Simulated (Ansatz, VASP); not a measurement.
**GaP: VASP beside Ansatz**

```
CELL_PARAMETERS angstrom
0.00000 2.59637 2.59637
2.59637 0.00000 2.59637
2.59637 2.59637 0.00000
ATOMIC_POSITIONS crystal
Ga 0.00000 0.00000 0.00000
P 0.75000 0.75000 0.75000
```

Alike in both runs: functional PBEsol; k mesh 8 × 8 × 8; no spin polarisation.

Ansatz relaxed the structure, and its values are those at the end. VASP's run is a single point on that final structure, the one shown.

```csv
,VASP,Ansatz
version,VASP 6.6.1,Ansatz 0.2.0
potentials or method,"VASP PAW PBE potentials, release 64 (Ga_d, P)","scalar-relativistic, plane waves, PAW"
plane-wave cutoff (eV),520,420
occupations,"gaussian, width 0.01 eV",fixed
valence electrons in the cell,18,18
```

Ansatz gave:

- gap on the k mesh at the Fermi level (eV): 1.17
- least direct gap on the mesh (eV): 2.96
- pressure (GPa): 16.0

Task: What did VASP give for the same quantities?

Result: gap on the k mesh at the Fermi level (eV): 1.18; least direct gap on the mesh (eV): 2.98; pressure (GPa): 15.9.

Caveats: so large a pressure means that the cell lies far from this level's equilibrium, or that cutoff or potentials fall short (VASP); the potentials were made for another functional, which shifts forces and pressure (VASP). A k mesh can miss the band edges.
